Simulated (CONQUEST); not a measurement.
BaTiO3:

```xyz
5
Lattice="3.9998 0.0000 0.0000 0.0000 3.9998 0.0000 0.0000 0.0000 4.0180" Properties=species:S:1:pos:R:3 pbc="T T T"
Ba    0.0000    0.0000    0.0000
Ti    1.9999    1.9999    2.0492
O     1.9999    0.0000    1.9407
O     0.0000    1.9999    1.9407
O     1.9999    1.9999    3.9417
```

Base run:

| Quantity | Value |
| --- | --- |
| Program | CONQUEST 1.3 |
| Functional | PBE |
| Potentials or basis | PseudoDojo NC PBE, SZP, grid cutoff 150 Ha |
| k mesh | 7 × 7 × 7 |
| Occupations | fermi-dirac, width 0.05 eV |
| Spin | no spin polarisation |

Its results: band gap on the k mesh 1.54 eV, indirect (least direct gap 1.77 eV); pressure 6.5 GPa; largest force 0.196 eV/Å.

Task: The run is repeated on the same cell with these changes: potentials or basis from PseudoDojo NC PBE, SZP, grid cutoff 150 Ha to PseudoDojo NC PBE, DZ, grid cutoff 150 Ha. What comes out?

Result: Band gap on the k mesh 1.79 eV, indirect (least direct gap 2.02 eV); pressure 4.0 GPa; largest force 0.173 eV/Å.

Caveats: the atomic basis is small; spin-orbit coupling is left out, which moves the levels of the heavy elements; an odd mesh through Γ misses points on the zone boundary, where band edges often lie; the basis of atomic orbitals isn't converged, which shifts pressures, moduli and gaps.

Not every run made on this cell is shown here.
